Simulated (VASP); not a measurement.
# MgO (Fm-3m) in VASP: phonons with PBEsol

Aim: the phonons of MgO with PBEsol.

Program: VASP 6.6.1. These are calculated values, not measurements. Logs are shortened: lines on timing, memory, paths and dates and some standing lists are left out, and cuts for length are marked.

**1. The structure**

It takes space group Fm-3m (No. 225, cubic). Conventional cell: a = 4.249 Å, b = 4.249 Å, c = 4.249 Å, α = 90.00°, β = 90.00°, γ = 90.00°. Mg (site symmetry m-3m) has 6 O at 2.12 Å as nearest neighbours. O (site symmetry m-3m) is surrounded by 6 Mg at 2.12 Å.

**2. Phonons, PBEsol**

Input file POSCAR:

```
MgO
1.0
    0.0000000000      2.1245000000      2.1245000000
    2.1245000000      0.0000000000      2.1245000000
    2.1245000000      2.1245000000      0.0000000000
Mg O
1 1
Direct
    0.0000000000      0.0000000000      0.0000000000
    0.5000000000      0.5000000000      0.5000000000
```

Input file INCAR.step1:

```
PREC     = Accurate       # precision mode
ENCUT    = 600            # plane-wave cutoff, eV
EDIFF    = 1E-8           # SCF threshold, eV
ISMEAR   = 0              # smearing method
SIGMA    = 0.02           # smearing width, eV
LREAL    = F              # projectors in reciprocal space
LASPH    = T              # aspherical terms in the spheres
NELM     = 100            # most SCF steps
ALGO     = Normal         # electronic algorithm
ISIF     = 3              # what is computed and relaxed
LWAVE    = F              # write WAVECAR
LCHARG   = F              # write CHGCAR
GGA      = PS             # functional
IBRION   = 2              # ionic algorithm
NSW      = 40             # ionic steps
EDIFFG   = -0.002         # ionic threshold
```

Input file INCAR.step2:

```
PREC     = Accurate       # precision mode
ENCUT    = 600            # plane-wave cutoff, eV
EDIFF    = 1E-8           # SCF threshold, eV
ISMEAR   = 0              # smearing method
SIGMA    = 0.02           # smearing width, eV
LREAL    = F              # projectors in reciprocal space
LASPH    = T              # aspherical terms in the spheres
NELM     = 100            # most SCF steps
ALGO     = Normal         # electronic algorithm
ISIF     = 2              # what is computed and relaxed
LWAVE    = F              # write WAVECAR
LCHARG   = F              # write CHGCAR
GGA      = PS             # functional
IBRION   = 8              # ionic algorithm
NSW      = 1              # ionic steps
```

Input file KPOINTS:

```
regular mesh
0
Gamma
  10 10 10
```

Potentials or basis: VASP PAW PBE potentials, release 64 (Mg, O).

Run with:

```bash
$ cat potpaw_PBE.64/Mg/POTCAR potpaw_PBE.64/O/POTCAR > POTCAR
$ cp INCAR.step1 INCAR
$ mpirun -np 1 vasp_std > vasp.out
$ cp CONTCAR POSCAR
$ cp INCAR.step2 INCAR
$ mpirun -np 1 vasp_std > vasp.out
```

OUTCAR:

```text
PREC = Accurate
   ENCUT = 600
   EDIFF = 1E-8
   ISMEAR = 0
   LREAL = F
   LASPH = T
   NELM = 100
   ISIF = 2
   GGA = PS
   IBRION = 8
   NSW = 1

 ion  position               nearest neighbor table
   1  0.000  0.000  0.000-   2 2.10   2 2.10   2 2.10   2 2.10   2 2.10   2 2.10
   2  0.500  0.500  0.500-   1 2.10   1 2.10   1 2.10   1 2.10   1 2.10   1 2.10

  LATTYP: Found a face centered cubic cell.
 ALAT       =     4.2075994929

  Lattice vectors:

 A1 = (   0.0000000000,   2.1037997465,   2.1037997465)
 A2 = (   2.1037997465,   0.0000000000,   2.1037997465)
 A3 = (   2.1037997465,   2.1037997465,   0.0000000000)

Analysis of symmetry for initial positions (statically):
=====================================================================
 Subroutine PRICEL returns:
 Original cell was already a primitive cell.

 Routine SETGRP: Setting up the symmetry group for a
 face centered cubic supercell.

 Subroutine GETGRP returns: Found 48 space group operations
 (whereof 48 operations were pure point group operations)
 out of a pool of 48 trial point group operations.

The static configuration has the point symmetry O_h .

Analysis of symmetry for dynamics (positions and initial velocities):
=====================================================================
 Subroutine PRICEL returns:
 Original cell was already a primitive cell.

 Routine SETGRP: Setting up the symmetry group for a
 face centered cubic supercell.

 Subroutine GETGRP returns: Found 48 space group operations
 (whereof 48 operations were pure point group operations)
 out of a pool of 48 trial point group operations.

The dynamic configuration has the point symmetry O_h .

 Subroutine INISYM returns: Found 48 space group operations
 (whereof 48 operations are pure point group operations),
 and found     1 'primitive' translations

----------------------------------------------------------------------------------------

                                     Primitive cell

  volume of cell :      18.6227
[... 424 lines left out ...]
 -----------------------------------------------------------------------------
  energy-cutoff  :      600.00
  volume of cell :       18.62
      direct lattice vectors                 reciprocal lattice vectors
     0.000000000  2.103799746  2.103799746    -0.237665206  0.237665206  0.237665206
     2.103799746  0.000000000  2.103799746     0.237665206 -0.237665206  0.237665206
     2.103799746  2.103799746  0.000000000     0.237665206  0.237665206 -0.237665206

 POSITION                                       TOTAL-FORCE (eV/Angst)
 -----------------------------------------------------------------------------------
      0.00000      0.00000      0.00000         0.000000      0.000000      0.000000
      2.10380      2.10380      2.10380         0.000000      0.000000      0.000000
 -----------------------------------------------------------------------------------
    total drift:                               -0.000000     -0.000000      0.000000

  FREE ENERGIE OF THE ION-ELECTRON SYSTEM (eV)
  ---------------------------------------------------
  free  energy   TOTEN  =       -12.5153859488 eV

  energy  without entropy=      -12.5153859488  energy(sigma->0) =      -12.51538595

[... ionic steps 2 to 3 ...]

--------------------------------------- Ionic step        4  -------------------------------------------

------------------------ aborting loop because EDIFF is reached ----------------------------------------

[... ionic steps 5 to 6 ...]

--------------------------------------- Ionic step        7  -------------------------------------------

 Free energy of the ion-electron system (eV)
  ---------------------------------------------------
  ---------------------------------------------------
  free energy    TOTEN  =        -0.35790236 eV

  energy without entropy =       -0.35790236

------------------------ aborting loop because EDIFF is reached ----------------------------------------

 INTERNAL STRAIN TENSOR  FOR ION    2  DIRECTION 1   (eV/Angst):
 -----------------------------------------------------------------------------
    -0.00471  0.00000 -0.00000
    -0.00000  0.00705 -0.00000
     0.00000 -0.00000  0.00705

 INTERNAL STRAIN TENSOR FOR ION    2 for displacements in x,y,z  (eV/Angst):
          X           Y           Z          XY          YZ          ZX
  --------------------------------------------------------------------------------
  x     0.00000     0.00000     0.00000     0.00000     0.00000     0.00000
  y     0.00000     0.00000     0.00000     0.00000     0.00000     0.00000
  z     0.00000     0.00000     0.00000     0.00000     0.00000     0.00000

 SECOND DERIVATIVES (NOT SYMMETRIZED)
 ------------------------------------
               1X          1Y          1Z          2X          2Y          2Z
  1X    -5.508290    0.000000    0.000000    5.508290    0.000000    0.000000
  1Y     0.000000   -5.508290    0.000000    0.000000    5.508290    0.000000
  1Z     0.000000    0.000000   -5.508290    0.000000    0.000000    5.508290
  2X     5.527144    0.000000    0.000000   -5.527144    0.000000    0.000000
  2Y     0.000000    5.527144    0.000000    0.000000   -5.527144    0.000000
  2Z     0.000000    0.000000    5.527144    0.000000    0.000000   -5.527144

 Eigenvectors and eigenvalues of the dynamical matrix
 ----------------------------------------------------

   1 f  =   11.824388 THz    74.294822 2PiTHz  394.419136 cm-1    48.901718 meV
             X         Y         Z           dx          dy          dz
      0.000000  0.000000  0.000000     0.000000    0.629409    0.000000
      2.103800  2.103800  2.103800     0.000000   -0.777074    0.000000
[... 21 lines left out ...]
   6 f/i=    0.009881 THz     0.062083 2PiTHz    0.329586 cm-1     0.040863 meV
             X         Y         Z           dx          dy          dz
      0.000000  0.000000  0.000000     0.000000    0.000000    0.777074
      2.103800  2.103800  2.103800     0.000000    0.000000    0.629409

--------------------------------------------------------------------------------------------------------

 ELASTIC MODULI CONTR FROM IONIC RELAXATION (kBar)
 Direction    XX          YY          ZZ          XY          YZ          ZX
 --------------------------------------------------------------------------------
 XX           0.0000      0.0000      0.0000      0.0000      0.0000      0.0000
 YY           0.0000      0.0000      0.0000      0.0000      0.0000      0.0000
 ZZ           0.0000      0.0000      0.0000      0.0000      0.0000      0.0000
 XY           0.0000      0.0000      0.0000      0.0000      0.0000      0.0000
 YZ           0.0000      0.0000      0.0000      0.0000      0.0000      0.0000
 ZX           0.0000      0.0000      0.0000      0.0000      0.0000      0.0000
 --------------------------------------------------------------------------------
```

OSZICAR.step1:

```text
N       E                     dE             d eps       ncg     rms          rms(c)
DAV:   1     0.184783623274E+02    0.18478E+02   -0.51371E+03   816   0.998E+02
DAV:   2    -0.134252953204E+02   -0.31904E+02   -0.30599E+02   904   0.153E+02
DAV:   3    -0.138875906817E+02   -0.46230E+00   -0.46230E+00   912   0.218E+01
[... 23 lines left out ...]
DAV:   3    -0.125166687944E+02    0.48841E-04   -0.27156E-04   816   0.206E-01    0.306E-02
DAV:   4    -0.125166453539E+02    0.23440E-04   -0.24416E-05   784   0.523E-02    0.680E-03
DAV:   5    -0.125166447542E+02    0.59973E-06   -0.28832E-06   816   0.134E-02    0.162E-03
DAV:   6    -0.125166444201E+02    0.33409E-06   -0.31826E-08   720   0.170E-03    0.154E-04
DAV:   7    -0.125166444252E+02   -0.51037E-08   -0.16230E-09   432   0.297E-04
   3 F= -.12516644E+02 E0= -.12516644E+02  d E =-.787288E-02
```

Wall time 28 s (1 thread of Intel Xeon 6975P-C (Granite Rapids), shared host); peak memory 0.19 GiB.

What came out:

| Quantity | Value |
| --- | --- |
| Relaxed volume | 9.31 Å³/atom |
| Relaxed cell | a = 2.975 Å, b = 2.975 Å, c = 2.975 Å, α = 60.00°, β = 60.00°, γ = 60.00° |
| Space group after relaxing (to 0.05 Å) | Fm-3m (No. 225) |
| Highest phonon frequency at Γ, LO-TO splitting left out | 394 cm⁻¹ |

Step by step:
| step | energy change (eV) | largest force (eV/Å) | pressure (GPa) | volume (Å³) |
| --- | --- | --- | --- | --- |
| 1 | 0.0000 | 0.0000 | -4.43 | 19.18 |
| 2 | -0.0071 | 0.0000 | 1.52 | 18.45 |
| 3 | -0.0079 | 0.0000 | 0.01 | 18.62 |

Final structure:
```
Mg O
1.0
     0.00000    2.10380    2.10380
     2.10380    0.00000    2.10380
     2.10380    2.10380    0.00000
Mg O
1 1
Cartesian
  0.0000 0.0000 0.0000
  2.1038 2.1038 2.1038
```

Phonon frequencies in cm⁻¹ (negative: imaginary):
```
              q point        frequencies
(0.000, 0.000, 0.000)  0 0 0 394 394 394
```

Caveat: the PAW data sets were made with another functional, which shifts forces and pressure a little.
